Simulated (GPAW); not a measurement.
**Fe in GPAW: convergence with k mesh**

Crystal: Fe.

```xyz
1
Lattice="0.0000 1.9417 1.9651 1.4984 0.0000 1.9651 1.4984 1.9417 0.0000" Properties=species:S:1:pos:R:3 pbc="T T T"
Fe    0.0000    0.0000    0.0000
```

| Quantity | Value |
| --- | --- |
| Program | GPAW 26.7.0 |
| Task | convergence study |
| Functional | PBE |
| Potentials or basis | GPAW PAW data sets (gpaw-data 1.2.1) |
| Cutoff | 600 eV |
| Basis | pw |
| k mesh | 3 × 3 × 3 |
| Occupations | fermi-dirac, width 0.05 eV |
| Spin | collinear spin, ferromagnetic start |
| Starting moments | [3.0] μB |

These are the settings of the first run; the series varies k mesh, with any setting tied to it.

Hardware: 1 thread of Arm Neoverse V2 (shared host).

| k mesh | energy less the tightest run, at zero smearing (meV/atom) | pressure (GPa) | largest site moment (μB) | SCF cycles | CPU time (s) | peak memory (GiB) |
| --- | --- | --- | --- | --- | --- | --- |
| 3 × 3 × 3 | -13.52 | 19.17 | 2.91 | 11 | 3 | 0.13 |
| 4 × 4 × 4 | 1.60 | -4.56 | 1.95 | 95 | 30 | 0.13 |
| 5 × 5 × 5 | 53.79 | -0.42 | 2.09 | 16 | 8.1 | 0.13 |
| 7 × 7 × 7 | -3.79 | 1.39 | 2.23 | 13 | 14 | 0.14 |
| 8 × 8 × 8 | 14.53 | 2.71 | 2.28 | 12 | 18 | 0.14 |
| 10 × 10 × 10 | -2.59 | 0.78 | 2.20 | 12 | 30 | 0.16 |
| 12 × 12 × 12 | -1.97 | 2.00 | 2.26 | 12 | 49 | 0.19 |
| 14 × 14 × 14 | 0.72 | 1.37 | 2.23 | 12 | 75 | 0.23 |
| 17 × 17 × 17 | 0.00 | 1.52 | 2.24 | 12 | 120 | 0.3 |

Against the tightest run, the energy stays within 1 meV/atom from 14 × 14 × 14 on; the largest site moment stays within 0.02 μB from 14 × 14 × 14 on. Not settled before the last step: the pressure (to 0.1 GPa). Meshes of other sizes hit other points, so gaps and Fermi surfaces needn't settle smoothly. The tightest run that finished is the yardstick and may itself not be fully converged.
